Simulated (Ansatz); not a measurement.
# Pt (P-1) in Ansatz: a series of runs

The runs below take Pt through relaxation of cell and atoms, single point, with HSEsol, r2SCAN0, r2SCANh.

All numbers are computed with Ansatz 0.2.0; they aren't measurements. Logs are shortened: lines on timing, memory, paths and dates and some standing lists are left out, and cuts for length are marked.

### Step 1. The cell of the first run

The typed cell holds 1 atom: a = 2.743 Å, b = 2.761 Å, c = 2.721 Å, α = 109.34°, β = 109.59°, γ = 109.30°.

This isn't the form of Pt at room conditions, which is fcc.

### Step 2. Relaxation of cell and atoms, HSEsol (cell sheared at random, sigma 0.01, atoms nudged by 0.01 Å)

input.yaml

```yaml
crystal:
  lattice:
    - [-1.5821724, 1.58498199, 1.58465529]
    - [1.60291519, -1.57977957, 1.60019566]
    - [1.56748235, 1.56508952, -1.57945287]
  atoms:
    - { symbol: Pt, position: [0.0, 0.0, 0.0] }
hamiltonian:
  xc:
    exchange: hjs_pbesol
    correlation: pbesol
    exx: { coeff: 0.25, omega: 0.207 }
  pseudopotentials: { kind: paw }
kpoints:
  mp_grid: { grid: [6, 6, 6] }
scf:
  occupations: { method: fermi_dirac, width: 0.05 }
output:
  forces: true
  stress: true
  eigenvalues: true
relax:
  f_tol: 0.01
  max_steps: 40
  cell: { stress_tol: 0.05 }
```

Potentials or basis: Ansatz PAW.

On the command line:

```console
$ ansatz run input.yaml --threads 2 --pin off --max-ram 5632MiB --backend cpu --events-out ev --progress --plain --runs-dir out
```

Output:

```text
Warning: RAYON_NUM_THREADS=2 ignored (pool sized by the plan → 2); use --threads N
Engine: ansatz 0.2.0, aarch64-unknown-linux-gnu
Pseudopotentials: kind: paw
Pseudopotential: Pt, paw, valence charge 18, recommended cutoff 420 eV (normal), Pt.paw.azcp
Functional definition: unnamed
  parameter a_1 = 0.25
  parameter omega_1 = 0.207/angstrom
  exchange = pbe_x(mu = 0.12345679012345678) + (-a_1)*hjs_pbesol_x_sr(omega_1) + a_1*exact_x_sr(omega_1)
  correlation = pbe_c(beta = 0.046)
Crystal: 1 atoms, lattice volume = 15.902 Å³
Basis set: ecut = 420 eV, 321 PW (Γ), exchange–correlation on 40×40×40 points (8 copies of the dense FFT grid, shifted against one another)
Bands: 13, of which v1, the nominal top of the filled ones, is band 9 counted from 1 (8 counted from 0)
Symmetry: 2 space group operations
Space group: P-1 (ITA 2), of the structure as read, at distance tolerance 2.5e-5 Å
k-points: 112 of 216
Non-local potential: Pt, projectors of the file, l = 0: 3, l = 1: 2, l = 2: 2, l = 3: 1
PAW form: soft (Blöchl's): semilocal exchange-correlation on the pseudo side does not see the compensation charge
PAW frozen core: Pt, regenerated for the run's functional, and the local potential with it (the file was generated under x = pbe(κ = 0.804, μ = 0.2195149727645171), c = pbe(β = 0.06672455060314922))
PAW one-centre angular grid: Pt, 590 points (default); XC on 64 Gauss nodes
Initial density: superposition of atomic densities (neutral atoms: chi_scale 0, normalization atom), corrected by the library's trained network
Initial wavefunctions: pseudopotential atomic-orbital guess
Functional: x = pbesol(κ = 0.804, μ = 0.12345679012345678), c = pbesol(β = 0.046), warm-up for x = hjs_pbesol + 0.25 (exact − hjs_pbesol) at short range (ω = 0.207 Å⁻¹), c = pbesol(β = 0.046)
SCF iter   1: F=—  HF=-12383.687062 eV  |F-HF|=—  |Δ(HF+E_count)|=         —  Δρ=1.06e-2  dr2=7.22e-3  ethr=1.77e-3  ⟨swp⟩=6.7  Hψ=6161  notcnv=0
preconditioner: auto → none  [insulator: Δε(μ)=0.194 eV  Ē_g=13.482 eV  σ=0.050 eV  W_gap=0.69  n_scr=2 (ndim 8)  ℏωp=29.4 eV  f_vac=0.000  D(μ)=0.79/eV (n_scr^D=12)]
iter 2 solved again at ethr=3.84e-6 eV; its pass at ethr=4.01e-5 eV (dr2=6.92e-4 eV) is discarded
SCF iter   2: F=—  HF=-12383.685269 eV  |F-HF|=—  |Δ(HF+E_count)|=   1.79e-3  Δρ=4.21e-3  dr2=6.88e-4  ethr=3.84e-6  ⟨swp⟩=2.0  Hψ=6078  notcnv=0  defer=1
SCF iter   3: F=—  HF=-12383.685164 eV  |F-HF|=—  |Δ(HF+E_count)|=   1.06e-4  Δρ=2.00e-3  dr2=1.21e-4  ethr=3.82e-6  ⟨swp⟩=2.2  Hψ=2510  notcnv=0
SCF iter   4: F=—  HF=-12383.685160 eV  |F-HF|=—  |Δ(HF+E_count)|=   3.91e-6  Δρ=6.99e-5  dr2=2.06e-7  ethr=6.75e-7  ⟨swp⟩=2.0  Hψ=2484  notcnv=0
SCF iter   5: F=—  HF=-12383.685160 eV  |F-HF|=—  |Δ(HF+E_count)|=   3.35e-7  Δρ=2.96e-5  dr2=4.76e-8  ethr=1.14e-9  ⟨swp⟩=3.9  Hψ=3664  notcnv=0
SCF iter   6: F=—  HF=-12383.685160 eV  |F-HF|=—  |Δ(HF+E_count)|=   1.44e-8  Δρ=3.92e-6  dr2=2.26e-9  ethr=2.65e-10  ⟨swp⟩=3.0  Hψ=3000  notcnv=0
SCF iter   7: F=—  HF=-12383.685160 eV  |F-HF|=—  |Δ(HF+E_count)|=  7.06e-10  Δρ=3.34e-7  dr2=1.15e-11  ethr=1.26e-11  ⟨swp⟩=3.0  Hψ=3014  notcnv=0
SCF iter   8: F=-12383.685160 eV  HF=-12383.685160 eV  |F-HF|=7.28e-12  |Δ(HF+E_count)|=  5.46e-12  Δρ=4.56e-8  dr2=2.37e-13  ethr=1.00e-12  ⟨swp⟩=2.0  Hψ=2484  notcnv=0
SCF 1 converged in 8 iterations: F = -12383.685160 eV  dr2 = 2.37e-13
Initial density: handed on by an earlier stage of this run
Initial wavefunctions: those handed on with the density
Functional: x = hjs_pbesol + 0.25 (exact − hjs_pbesol) at short range (ω = 0.207 Å⁻¹), c = pbesol(β = 0.046)
Exchange kernel: α = 0.2500, screened, ω = 0.2070 Å⁻¹, Wigner–Seitz truncation, v(0) = 1041.8636 eV·Å³, q-mesh 6×6×6, nearest image of the exchange supercell L = 16.32 Å, pair-density grid 12×12×12, without the augmentation charges, whose exchange is taken in its separable form by FFT convolution over the k-point mesh (sized by the pseudopotential files, 15×16×15 at the most), smooth part of the exact exchange by density-matrix convolution
Frozen-core exchange: fock
iter 1 solved again at ethr=8.97e-5 eV; its pass at ethr=1.00e-1 eV (dr2=1.61e-2 eV) is discarded
SCF iter   1: F=—  HF=-12421.614436 eV  |F-HF|=—  |Δ(HF+E_count)|=         —  Δρ=1.21e-2  dr2=1.77e-2  ethr=8.97e-5  ⟨swp⟩=3.1  Hψ=6080  notcnv=0
preconditioner: auto → none  [insulator: Δε(μ)=0.309 eV  Ē_g=15.192 eV  σ=0.050 eV  W_gap=0.79  n_scr=2 (ndim 8)  ℏωp=29.4 eV  f_vac=0.000  D(μ)=0.36/eV (n_scr^D=0)]
SCF iter   2: F=—  HF=-12421.608202 eV  |F-HF|=—  |Δ(HF+E_count)|=   6.23e-3  Δρ=4.71e-3  dr2=1.70e-3  ethr=8.95e-5  ⟨swp⟩=3.0  Hψ=3460  notcnv=0
SCF iter   3: F=—  HF=-12421.612071 eV  |F-HF|=—  |Δ(HF+E_count)|=   3.87e-3  Δρ=3.02e-3  dr2=6.70e-4  ethr=6.13e-6  ⟨swp⟩=3.0  Hψ=2949  notcnv=0
SCF iter   4: F=—  HF=-12421.611827 eV  |F-HF|=—  |Δ(HF+E_count)|=   2.44e-4  Δρ=9.17e-4  dr2=5.04e-5  ethr=3.40e-6  ⟨swp⟩=2.3  Hψ=2538  notcnv=0
SCF iter   5: F=—  HF=-12421.611891 eV  |F-HF|=—  |Δ(HF+E_count)|=   6.39e-5  Δρ=2.79e-4  dr2=1.53e-5  ethr=1.98e-7  ⟨swp⟩=3.0  Hψ=3017  notcnv=0
[... 669 lines left out ...]
Frozen-core exchange: fock
iter 1 solved again at ethr=1.34e-10 eV; its pass at ethr=1.00e-1 eV (dr2=2.41e-8 eV) is discarded
SCF iter   1: F=—  HF=-12421.852417 eV  |F-HF|=—  |Δ(HF+E_count)|=         —  Δρ=7.01e-5  dr2=4.05e-8  ethr=1.34e-10  ⟨swp⟩=8.5  Hψ=8844  notcnv=0  reapply=3
preconditioner: auto → none  [insulator: Δε(μ)=0.151 eV  Ē_g=16.562 eV  σ=0.050 eV  W_gap=0.56  n_scr=4 (ndim 8)  ℏωp=30.6 eV  f_vac=0.000  D(μ)=0.32/eV (n_scr^D=0)]
SCF iter   2: F=—  HF=-12421.852417 eV  |F-HF|=—  |Δ(HF+E_count)|=   2.34e-7  Δρ=3.39e-5  dr2=7.69e-9  ethr=1.34e-10  ⟨swp⟩=2.7  Hψ=2807  notcnv=0  defer=135
iter 3 solved again at ethr=3.22e-12 eV; its pass at ethr=4.23e-11 eV (dr2=5.79e-10 eV) is discarded
SCF iter   3: F=—  HF=-12421.852417 eV  |F-HF|=—  |Δ(HF+E_count)|=   7.48e-8  Δρ=4.45e-6  dr2=6.09e-10  ethr=3.22e-12  ⟨swp⟩=2.6  Hψ=5850  notcnv=0  defer=32
SCF iter   4: F=—  HF=-12421.852417 eV  |F-HF|=—  |Δ(HF+E_count)|=   1.07e-9  Δρ=1.54e-6  dr2=3.98e-11  ethr=3.22e-12  ⟨swp⟩=3.7  Hψ=3263  notcnv=0  defer=37
SCF iter   5: F=—  HF=-12421.852417 eV  |F-HF|=—  |Δ(HF+E_count)|=  1.16e-10  Δρ=6.31e-7  dr2=1.37e-11  ethr=1.00e-12  ⟨swp⟩=2.1  Hψ=2498  notcnv=0
SCF iter   6: F=-12421.852417 eV  HF=-12421.852417 eV  |F-HF|=2.55e-11  |Δ(HF+E_count)|=  2.73e-11  Δρ=1.22e-7  dr2=1.26e-13  ethr=1.00e-12  ⟨swp⟩=2.1  Hψ=2499  notcnv=0
SCF 66 converged in 6 iterations: F = -12421.852417 eV  dr2 = 1.26e-13
hybrid outer 1: dexx = +6.810e-8 eV, tail = 6.79e-8 eV
Exchange kernel: α = 0.2500, screened, ω = 0.2070 Å⁻¹, Wigner–Seitz truncation, v(0) = 1038.9460 eV·Å³, q-mesh 6×6×6, nearest image of the exchange supercell L = 16.18 Å, pair-density grid 12×12×12, without the augmentation charges, whose exchange is taken in its separable form by FFT convolution over the k-point mesh (sized by the pseudopotential files, 16×15×16 at the most), smooth part of the exact exchange by density-matrix convolution
Frozen-core exchange: fock
SCF iter   1: F=—  HF=-12421.852417 eV  |F-HF|=—  |Δ(HF+E_count)|=         —  Δρ=9.21e-7  dr2=3.20e-11  ethr=1.74e-11  ⟨swp⟩=7.4  Hψ=4656  notcnv=0
SCF iter   2: F=-12421.852417 eV  HF=-12421.852417 eV  |F-HF|=5.46e-12  |Δ(HF+E_count)|=  7.28e-12  Δρ=4.39e-7  dr2=6.23e-12  ethr=1.00e-12  ⟨swp⟩=2.0  Hψ=2486  notcnv=0
SCF 67 converged in 2 iterations: F = -12421.852417 eV  dr2 = 6.23e-12
  Residual-converged pass: ⟨swp⟩=4.0  Hψ=3932  notcnv=0  max |occ|·‖R‖ = 9.8e-9 eV (tolerance 1.0e-8 eV)  dr2=6.42e-12  dr2_onsite=4.08e-13  max |Δocc| = 1.6e-13
hybrid outer 2: dexx = +1.253e-11 eV, tail = 1.35e-11 eV, Δε = 1.35e-5 eV (about 1.35e-5 eV left of the loop's levels)
relax step  20: F+E_penalty+E_count = -12421.85241656 eV  Δ(F+E_penalty+E_count) = -5.654e-6 eV  max|allowed force component| = 0.000e0 eV/Å  Δτ_max = 0.0000 Å  P = +0.016 GPa  Ω = 14.736 Å³  stress off target by 2.98e-2 GPa  SCF on the basis re-selected at this cell (its energy is not comparable with the rows above)  (8 SCF iters)
basis re-selected at this cell: Δ(F+E_penalty+E_count) = -5.654e-6 eV, ΔP = -0.002 GPa vs the last step (what re-selecting the basis moved, of the pressure what is left beyond the Pulay correction that the steps carried, after the strain that the cell walked since its last selection, with what the two solves' SCF thresholds leave and, on support functions, any second-order correction that the steps lacked; it is no measure of the basis error at this ecutwfc). This SCF's stress stands 2.98e-2 GPa from its target on what of the cell is left free (relax.cell.stress_tol is 5.00e-2 GPa) and its largest allowed force component is 0.00e0 eV/Å (relax.f_tol is 1.00e-2 eV/Å): within both
hybrid SCF converged: 2 outer / 8 inner (+0 warm-up), last move |dexx| = 1.25e-11 eV, tail = 1.35e-11 eV
Stability not checked: this state was not tested for a lower state beside it, because the functional holds exact exchange (a hybrid, or Hartree-Fock), whose exchange loop this test does not read (fock_operator; see scf.lower_state_search)
Free energy (F): -12421.852417 eV
Frozen-core exchange: fock
Harris-Foulkes:  -12421.852417 eV  (|F-HF|=5.46e-12)
Internal energy: -12421.849520 eV  (E = F + TS)
E sigma→0 (E₀):  -12421.850968 eV
Entropy (-TS):   -0.002896 eV (-2.896 meV/atom)
Fermi energy:    23.332224 eV
--- Per-component energies (eV) ---
  E_band       = -161.721681
  E_kinetic    = 639.224234
  E_local      = -1436.918601  (includes V_loc(G=0)·N_el)
  E_nonlocal   = 204.419773
  E_hartree    = 534.304569
  E_xc         = -207.852649
  E_vxc        = -239.558955  (∫ρ·V_xc dr)
  E_exx        = -63.797310  (= α·E_x^exact, valence–valence)
  E_paw        = -9343.067632  (= ΣΔE_a)
  E_vpaw       = -269.902820  (= ΣTr[D̂ρ^β])
  E_aug_tail   = 0.000178  (compensation charges beyond the density's cutoff)
  E_ewald      = -2746.337441
  E_core_change = -1.824642  (= ΣΔE_core)
  E_smearing   = -0.002896  (= −TS)
  E_closure    = 0.000000  (closes the sum)
  Σ components = -12421.852417   (vs F -12421.852417, Δ=0.00e0)
--- Forces (eV/Å), atoms counted from 1 ---
  atom   1  Pt     0.00000000     0.00000000     0.00000000
  max |Σ_I F_I| component: 0.00e0 eV/Å
--- Stress (GPa, compression-positive) ---
        0.010125       0.000268      -0.000714
        0.000268       0.029765      -0.000444
       -0.000714      -0.000444       0.008297
  P = ⅓ Tr σ = 0.0161 GPa (0.161 kbar)
--- Band table (eV; the first three rows and the last of 112) ---
  k-point 0: bands = ["-79.4378", "-32.0369", "-32.0048", "-31.9985", "12.1114", "18.0808", "19.1407", "19.1755", "20.6702", "21.6454", "39.1952", "42.5561", "45.1855"]
  k-point 1: bands = ["-79.4228", "-32.1946", "-32.0674", "-32.0489", "13.6604", "17.7026", "19.6735", "19.6953", "20.1985", "21.7464", "41.4513", "42.4789", "43.6896"]
  k-point 2: bands = ["-79.3923", "-32.5172", "-32.1934", "-32.1357", "15.5004", "16.3348", "20.8615", "22.0153", "22.3262", "22.6168", "38.6904", "40.1452", "40.2594"]
  k-point 111: bands = ["-79.3688", "-32.6114", "-32.3435", "-32.2933", "15.1045", "15.5637", "23.2109", "24.0587", "24.3925", "26.6534", "33.6491", "35.2896", "36.9311"]
--- Relaxed structure (18 steps of the walk, 16 accepted, 2 SCFs on fresh bases) ---
  F+E_penalty+E_count = -12421.85241656 eV   max|allowed force component| = 0.000e0 eV/Å   (the final SCF, on the basis selected at the relaxed cell)
  cell:  # Å, volume = 14.7357 Å³
    - [-1.3498842037885317, 1.4702230042015239, 1.857247739822918]
    - [1.3460268962064228, -1.4709395887967198, 1.8594838842777164]
    - [1.350473667591691, 1.4703935786056086, -1.856674770901826]
  atoms:
    - { symbol: Pt, position: [0.0, 0.0, 0.0] }
```

It took 4.2 min on 2 threads of Arm Neoverse V1, shared host; peak memory 0.71 GiB.

Results:

| Property | Result |
| --- | --- |
| Free energy | -12421.8524 eV |
| Relaxed volume | 14.74 Å³/atom |
| Relaxed cell | a = 2.726 Å, b = 2.726 Å, c = 2.726 Å, α = 120.72°, β = 114.73°, γ = 94.06° |
| Space group after relaxing (to 0.05 Å) | Immm (No. 71) |
| Energy gained by relaxing | 240.5 meV/atom |
| Ionic steps | 18 |
| Pressure after relaxing | 0.0 GPa |
| Band gap on the k mesh | none (metal or under the smearing width) |

The path:
```tsv
step	energy change (eV)	largest force (eV/Å)	volume (Å³)
1	0.0000	0.0000	15.90
2	-0.0481	0.0000	15.09
3	-0.0491	0.0000	14.95
4	-0.0492	0.0000	14.97
5	-0.0494	0.0000	15.01
6	-0.0495	0.0000	15.00
7	-0.0498	0.0000	14.97
8	-0.0812	0.0000	14.95
9	-0.1532	0.0000	14.82
10	-0.2291	0.0000	14.63
11	-0.2353	0.0000	14.80
12	-0.2357	0.0000	14.75
13	-0.2361	0.0000	14.72
14	-0.2362	0.0000	14.72
15	-0.2396	0.0000	14.72
16	-0.2404	0.0000	14.73
17	-0.2405	0.0000	14.74
18	-0.2405	0.0000	14.74
```

Final structure:
```yaml
crystal:
  lattice:
    - [-1.34988, 1.47022, 1.85725]
    - [1.34603, -1.47094, 1.85948]
    - [1.35047, 1.47039, -1.85667]
  atoms:
    - { symbol: Pt, position: [0.00000, 0.00000, 0.00000] }
```

Caveat: the k mesh is coarse (spacing up to 0.47 Å⁻¹), so the values aren't converged, least of all with exact exchange; the plane-wave basis is chosen anew once the cell has moved, so the energies of steps on either side of that aren't comparable; the PAW data sets come from PBE, with cores solved anew for the run's functional, which leaves a small shift of forces and pressure. The run has no spin-orbit coupling, so splittings on Pt are missing.

### Step 3. Single point, r2SCAN0 (cell sheared at random, sigma 0.01, atoms nudged by 0.01 Å)

input.yaml, as its differences from that of step 2:

```diff
@@ -8,6 +8,3 @@
 hamiltonian:
-  xc:
-    exchange: hjs_pbesol
-    correlation: pbesol
-    exx: { coeff: 0.25, omega: 0.207 }
+  xc: r2scan0
   pseudopotentials: { kind: paw }
@@ -21,5 +18 @@
   eigenvalues: true
-relax:
-  f_tol: 0.01
-  max_steps: 40
-  cell: { stress_tol: 0.05 }
```

Potentials or basis: Ansatz PAW.

On the command line:

```console
$ ansatz run input.yaml --threads 2 --pin off --max-ram 5632MiB --backend cpu --events-out ev --progress --plain --runs-dir out
```

Run time: 24 s. Hardware: 2 threads of Arm Neoverse V1, shared host; peak memory 0.79 GiB.

Results (log left out):

* Free energy: -12533.0355 eV
* Pressure: -11.8 GPa
* Band gap on the k mesh: none (metal or under the smearing width)

Stress tensor (GPa, compression positive):
```
-12.33   1.75  -2.23
  1.75 -12.00  -0.48
 -2.23  -0.48 -11.20
```

Levels at points of the mesh, in eV from the Fermi level:
```tsv
k point	band 7	band 8	band 9	band 10	band 11	band 12
(0.00, 0.00, 0.00)	-4.27	-4.14	-1.83	-1.74	19.40	19.64
(0.00, 0.00, -0.50)	-1.85	-1.33	1.40	1.91	8.57	15.49
(0.00, -0.50, 0.00)	-1.89	-1.29	1.14	1.75	8.16	15.76
(0.00, -0.50, -0.50)	-1.87	-1.33	1.32	1.86	8.44	15.59
(-0.50, 0.00, 0.00)	-1.86	-1.29	1.27	1.81	8.35	15.60
(-0.50, 0.00, -0.50)	-1.97	-1.43	1.35	1.91	8.51	15.60
(-0.50, -0.50, 0.00)	-1.78	-1.23	1.24	1.81	8.31	15.61
(-0.50, -0.50, -0.50)	1.10	1.22	1.41	9.45	9.61	9.82
```

Caveat: the k mesh is coarse (spacing up to 0.47 Å⁻¹), so the values aren't converged, least of all with exact exchange; the PAW data sets come from PBE, with cores solved anew for the run's functional, which leaves a small shift of forces and pressure; the thresholds are loose for stress. Spin-orbit coupling is left out, which matters for the levels of Pt.

### Step 4. Single point, r2SCANh (cell sheared at random, sigma 0.01, atoms nudged by 0.01 Å)

input.yaml, as its differences from that of step 3:

```diff
@@ -8,3 +8,3 @@
 hamiltonian:
-  xc: r2scan0
+  xc: r2scanh
   pseudopotentials: { kind: paw }
```

On the command line:

```console
$ ansatz run input.yaml --threads 2 --pin off --max-ram 5632MiB --backend cpu --events-out ev --progress --plain --runs-dir out
```

Wall time 22 s (2 threads of Arm Neoverse V1, shared host); peak memory 0.79 GiB.

It converged, with:

| Item | Value |
| --- | --- |
| Free energy | -12535.2167 eV |
| Pressure | -8.5 GPa |
| Band gap on the k mesh | none (metal or under the smearing width) |

Stress tensor (GPa, compression positive):
```
-8.63  1.70 -2.37
 1.70 -8.51 -0.67
-2.37 -0.67 -8.25
```

Levels at points of the mesh, in eV from the Fermi level:
| k point | band 6 | band 7 | band 8 | band 9 | band 10 | band 11 | band 12 | band 13 |
| --- | --- | --- | --- | --- | --- | --- | --- | --- |
| (0.00, 0.00, 0.00) | -3.89 | -3.76 | -3.64 | -1.32 | -1.23 | 18.49 | 18.73 | 18.86 |
| (0.00, 0.00, -0.50) | -5.27 | -1.39 | -0.91 | 1.00 | 1.54 | 7.57 | 14.60 | 17.19 |
| (0.00, -0.50, 0.00) | -5.24 | -1.42 | -0.86 | 0.75 | 1.41 | 7.17 | 14.87 | 17.63 |
| (0.00, -0.50, -0.50) | -5.25 | -1.42 | -0.90 | 0.92 | 1.50 | 7.45 | 14.70 | 17.34 |
| (-0.50, 0.00, 0.00) | -5.27 | -1.39 | -0.87 | 0.87 | 1.47 | 7.35 | 14.71 | 17.42 |
| (-0.50, 0.00, -0.50) | -5.15 | -1.52 | -1.00 | 0.95 | 1.54 | 7.51 | 14.71 | 17.44 |
| (-0.50, -0.50, 0.00) | -5.33 | -1.32 | -0.81 | 0.85 | 1.45 | 7.32 | 14.72 | 17.33 |
| (-0.50, -0.50, -0.50) | -6.55 | 0.81 | 0.91 | 1.06 | 8.63 | 8.78 | 8.98 | 14.37 |

Caveat: the k mesh is coarse (spacing up to 0.47 Å⁻¹), so the values aren't converged, least of all with exact exchange; the PAW data sets come from PBE, with cores solved anew for the run's functional, which leaves a small shift of forces and pressure; the thresholds are loose for stress. The run has no spin-orbit coupling, so splittings on Pt are missing.

### Step 5. Overview

```csv
task,level,cell,cutoff (eV),gap on the mesh (eV),pressure (GPa)
relaxation of cell and atoms,HSEsol,"relaxed from: cell sheared at random, sigma 0.01, atoms nudged by 0.01 Å",420,none,0.0
single point,r2SCAN0,"cell sheared at random, sigma 0.01, atoms nudged by 0.01 Å",500,none,-11.8
single point,r2SCANh,"cell sheared at random, sigma 0.01, atoms nudged by 0.01 Å",500,none,-8.5
```

Alike in all rows: potentials or basis Ansatz PAW; no spin polarisation; k mesh 6 × 6 × 6; smearing fermi-dirac 0.05 eV; the mesh is coarse, so values aren't converged.

Caveats: all runs use coarse meshes; the PAW data sets come from PBE, with cores solved anew for the run's functional, which leaves a small shift of forces and pressure; the thresholds are loose for stress (some runs); the plane-wave basis is chosen anew once the cell has moved, so the energies of steps on either side of that aren't comparable (some runs).

Absolute energies hang on the potentials; compare differences alone.
